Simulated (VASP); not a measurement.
Wanted: the native input for a VASP 6.6.1 run.

* Task: band structure
* Functional: TB-mBJ
* Potentials or basis: VASP PAW PBE potentials, release 64 (Zn)
* Cutoff: 520 eV
* k mesh: 7 × 7 × 7
* Occupations: fermi-dirac, width 0.05 eV
* Spin: no spin polarisation
* Further INCAR settings: ALGO = Normal; EDIFF = 1e-06

Crystal: Zn.

```
CELL_PARAMETERS angstrom
3.77113 0.00000 0.00000
0.00000 3.77113 0.00000
0.00000 0.00000 3.77113
ATOMIC_POSITIONS crystal
Zn 0.00000 0.50000 0.50000
Zn 0.50000 0.00000 0.50000
Zn 0.50000 0.50000 0.00000
```

The cell was built by a generator and needn't be a form met in nature.

These files were run (other wordings do the same):

POSCAR

```
Zn
1.0
    3.7711300000      0.0000000000      0.0000000000
    0.0000000000      3.7711300000      0.0000000000
    0.0000000000      0.0000000000      3.7711300000
Zn
3
Direct
    0.0000000000      0.5000000000      0.5000000000
    0.5000000000      0.0000000000      0.5000000000
    0.5000000000      0.5000000000      0.0000000000
```

INCAR.step1

```
SYSTEM = Zn
PREC = Accurate
ENCUT = 520
EDIFF = 1E-5
ISMEAR = -1
SIGMA = 0.05
LREAL = .FALSE.
LASPH = .TRUE.
NELM = 80
ALGO = Normal
ISIF = 2
LWAVE = .TRUE.
LCHARG = .FALSE.
GGA = PE
```

INCAR.step2

```
SYSTEM = Zn
PREC = Accurate
ENCUT = 520
EDIFF = 1E-6
ISMEAR = -1
SIGMA = 0.05
LREAL = .FALSE.
LASPH = .TRUE.
NELM = 80
ALGO = Normal
ISIF = 2
LWAVE = .FALSE.
LCHARG = .FALSE.
METAGGA = MBJ
ISTART = 1
```

KPOINTS

```
regular mesh
0
G
  7 7 7
  0 0 0
```

KPOINTS_OPT

```
path GXMGRX,MR
10
line-mode
reciprocal
 0.0000000000  0.0000000000  0.0000000000  G
 0.0000000000  0.5000000000  0.0000000000  X

 0.0000000000  0.5000000000  0.0000000000  X
 0.5000000000  0.5000000000  0.0000000000  M

 0.5000000000  0.5000000000  0.0000000000  M
 0.0000000000  0.0000000000  0.0000000000  G

 0.0000000000  0.0000000000  0.0000000000  G
 0.5000000000  0.5000000000  0.5000000000  R

 0.5000000000  0.5000000000  0.5000000000  R
 0.0000000000  0.5000000000  0.0000000000  X

 0.5000000000  0.5000000000  0.0000000000  M
 0.5000000000  0.5000000000  0.5000000000  R
```

Potentials or basis: VASP PAW PBE potentials, release 64 (Zn).

The run is started by

```bash
$ cat potpaw_PBE.64/Zn/POTCAR > POTCAR
$ cp INCAR.step1 INCAR
$ mpirun -np 1 vasp_std > vasp.out
$ cp INCAR.step2 INCAR
$ mpirun -np 1 vasp_std > vasp.out
```

Results of the run:

```
Band gap along the path : none (metal or under the smearing width)
```

It took 110 s on 1 thread of AMD EPYC 7R43 64-Core Processor (Zen 3), with other jobs on the host, peak memory 0.14 GiB.
